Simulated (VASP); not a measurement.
# ZnSe in VASP: how settings move the PBE single point, part 2 of 2

VASP 6.6.1, plane waves, PAW; reference level PBE. The steps go on from the part before.

**5. Altered input 3**

The input, INCAR:

```
ENCUT = 520.000000
SIGMA = 0.020000
EDIFF = 1.00e-07
GGA = PE
PREC = Accurate
IBRION = -1
ISIF = 2
ISMEAR = -1
NSW = 0
LASPH = .TRUE.
LCHARG = .FALSE.
LWAVE = .FALSE.
LREAL = .FALSE.
NBANDS = 10
ALGO = Fast
NELM = 50
```

The input, KPOINTS:

```
KPOINTS created by Atomic Simulation Environment
0
Gamma
8 8 8
0 0 0
```

The input, POSCAR:

```
Zn Se
 1.0000000000000000
     0.0000000000000000    2.8324206848000002    2.8324206848000002
     2.7757722711000001    0.0000000000000000    2.8324206848000002
     2.7757722711000001    2.8324206848000002    0.0000000000000000
 Zn  Se
   1   1
Cartesian
  0.0000000000000000  0.0000000000000000  0.0000000000000000
  1.3878861355500001  1.4162103424000001  1.4162103424000001
```

Launch:

```sh
> mpirun -np 1 vasp_std
```

Standard output, without the iteration lines:

```text
POSCAR found type information on POSCAR ZnSe
 POSCAR found :  2 types and       2 ions
 LDA part: xc-table for (Slater+PW92), standard interpolation
 POSCAR, INCAR and KPOINTS ok, starting setup
 FFT: planning ... GRIDC
 FFT: planning ... GRID_SOFT
 FFT: planning ... GRID
 WAVECAR not read
 entering main loop
```

OSZICAR:

```text
N       E                     dE             d eps       ncg     rms          rms(c)
DAV:   1     0.876189202976E+02    0.87619E+02   -0.93390E+03  1180   0.206E+03
DAV:   2     0.582836228252E+00   -0.87036E+02   -0.85682E+02  1242   0.308E+02
DAV:   3    -0.612350994813E+01   -0.67063E+01   -0.66688E+01  1286   0.822E+01
DAV:   4    -0.628686481572E+01   -0.16335E+00   -0.16322E+00  1340   0.116E+01
DAV:   5    -0.628836750262E+01   -0.15027E-02   -0.15023E-02  1312   0.109E+00    0.494E+00
RMM:   6    -0.601506714503E+01    0.27330E+00   -0.99272E-01  1203   0.132E+01    0.394E+00
RMM:   7    -0.599480428560E+01    0.20263E-01   -0.36182E-01  1229   0.673E+00    0.132E+00
RMM:   8    -0.600131512889E+01   -0.65108E-02   -0.86492E-02  1313   0.294E+00    0.774E-01
RMM:   9    -0.600140911031E+01   -0.93981E-04   -0.33708E-02  1211   0.309E+00    0.422E-01
RMM:  10    -0.599995728855E+01    0.14518E-02   -0.10003E-02  1278   0.162E+00    0.658E-02
RMM:  11    -0.600012966783E+01   -0.17238E-03   -0.16454E-03  1338   0.400E-01    0.692E-02
RMM:  12    -0.600008183973E+01    0.47828E-04   -0.56734E-04  1279   0.374E-01    0.109E-02
RMM:  13    -0.600008226743E+01   -0.42770E-06   -0.45960E-05  1298   0.852E-02    0.459E-03
RMM:  14    -0.600008341615E+01   -0.11487E-05   -0.12317E-05  1350   0.465E-02    0.267E-03
RMM:  15    -0.600008350434E+01   -0.88193E-07   -0.38768E-06  1272   0.288E-02    0.169E-03
RMM:  16    -0.600008356618E+01   -0.61841E-07   -0.10603E-06  1143   0.146E-02    0.685E-04
RMM:  17    -0.600008356687E+01   -0.69235E-09   -0.32272E-07   881   0.764E-03
   1 F= -.60000836E+01 E0= -.60000836E+01  d E =-.310435E-10
```

From OUTCAR:

```text
k-points           NKPTS =     59   k-points in BZ     NKDIM =     59   number of bands    NBANDS=     10

   NELECT =      18.0000    total number of electrons

   dimension x,y,z NGX =    30 NGY =   30 NGZ =   30
   dimension x,y,z NGXF=    60 NGYF=   60 NGZF=   60

  energy-cutoff  :      520.00
  volume of cell :       44.54
      direct lattice vectors                 reciprocal lattice vectors
     0.000000000  2.832420685  2.832420685    -0.180130051  0.176527450  0.176527450
     2.775772271  0.000000000  2.832420685     0.180130051 -0.176527450  0.176527450
     2.775772271  2.832420685  0.000000000     0.180130051  0.176527450 -0.176527450

 k-points in reciprocal lattice and weights: KPOINTS created by Atomic Simulation Env
   0.00000000  0.00000000  0.00000000       0.002
   0.12500000  0.00000000  0.00000000       0.016
   0.25000000  0.00000000  0.00000000       0.016
   0.37500000  0.00000000  0.00000000       0.016
   0.50000000  0.00000000  0.00000000       0.008
   0.12500000  0.12500000  0.00000000       0.008
   0.25000000  0.12500000  0.00000000       0.031
   0.37500000  0.12500000  0.00000000       0.031
[... 51 more k-points ...]

 E-fermi :   2.2038

 k-point     1 :       0.0000    0.0000    0.0000
  band No.  band energies     occupation
      1     -11.5985      2.00000
      2      -4.8285      2.00000
      3      -4.8285      2.00000
      4      -4.8194      2.00000
      5      -4.4381      2.00000
      6      -4.4342      2.00000
      7       1.7770      2.00000
      8       1.7770      2.00000
      9       1.8492      2.00000
     10       3.1783      0.00000

 k-point     2 :       0.1250    0.0000    0.0000
  band No.  band energies     occupation
      1     -11.4936      2.00000
      2      -4.8211      2.00000
      3      -4.8122      2.00000
      4      -4.8043      2.00000
      5      -4.4391      2.00000
      6      -4.4362      2.00000
      7       0.4685      2.00000
      8       1.6125      2.00000
      9       1.6736      2.00000
     10       4.1582      0.00000

 k-point     3 :       0.2500    0.0000    0.0000
  band No.  band energies     occupation
      1     -11.2203      2.00000
      2      -4.7767      2.00000
      3      -4.7725      2.00000
      4      -4.7625      2.00000
      5      -4.4361      2.00000
      6      -4.4360      2.00000
      7      -1.3013      2.00000
      8       1.2625      2.00000
      9       1.3494      2.00000
     10       4.6040      0.00000

 k-point     4 :       0.3750    0.0000    0.0000
  band No.  band energies     occupation
      1     -10.9121      2.00000
      2      -4.7488      2.00000
      3      -4.7377      2.00000
      4      -4.5688      2.00000
      5      -4.4265      2.00000
      6      -4.4227      2.00000
      7      -2.7849      2.00000
      8       0.9587      2.00000
      9       1.0681      2.00000
     10       4.4652      0.00000

[... the tables of k-points 5 to 59 left out ...]

  Total        1.1946502      1.0179025      1.0179025      0.0000000      0.0000000      0.0000000
  in kB       42.9756045     36.6173930     36.6173930      0.0000000      0.0000000      0.0000000
  external PRESSURE =      38.7367969 kB  Pullay stress =       0.0000000 kB

 POSITION                                       TOTAL-FORCE (eV/Angst)
 -----------------------------------------------------------------------------------
      0.00000      0.00000      0.00000         0.000000     -0.000000     -0.000000
      1.38789      1.41621      1.41621        -0.000000      0.000000      0.000000
 -----------------------------------------------------------------------------------
    total drift:                               -0.000000     -0.000000     -0.000000

  FREE ENERGIE OF THE ION-ELECTRON SYSTEM (eV)
  ---------------------------------------------------
  free  energy   TOTEN  =        -6.0000835669 eV

  energy  without entropy=       -6.0000835668  energy(sigma->0) =       -6.00008357
```

Wall time 28 s (1 MPI rank of Intel Xeon Platinum 8488C, shared host); peak memory 0.18 GiB.

Changed: NBANDS = 10, ALGO = Fast, NELM = 50. The run ends normally. Against the reference the energy moves by less than 0.1 meV/atom.

**6. All runs together**

This closing draws on all 2 parts.

| run | changed | ending | energy change (meV/atom) | pressure (GPa) | gap on the mesh (eV; negative: overlap) | electronic steps | time | usable |
| --- | --- | --- | --- | --- | --- | --- | --- | --- |
| ref. | – | converged | 0 | 3.9 | 1.33 | 14 | 38 s | yes |
| 1 | ALGO = Fast | converged | 0.0 | 3.9 | 1.33 | 15 | 39 s | yes |
| 2 | ALGO = Conjugate, NELECT = 18.02, NELM = 93 | converged | – | 4.8 | – | 16 | 36 s | no |
| 3 | NBANDS = 10, ALGO = Fast, NELM = 50 | converged | 0.0 | 3.9 | 1.33 | 17 | 28 s | yes |

What this shows: Of 3 altered inputs, 1 ended normally on a faulty or unsound input, 2 gave usable results.
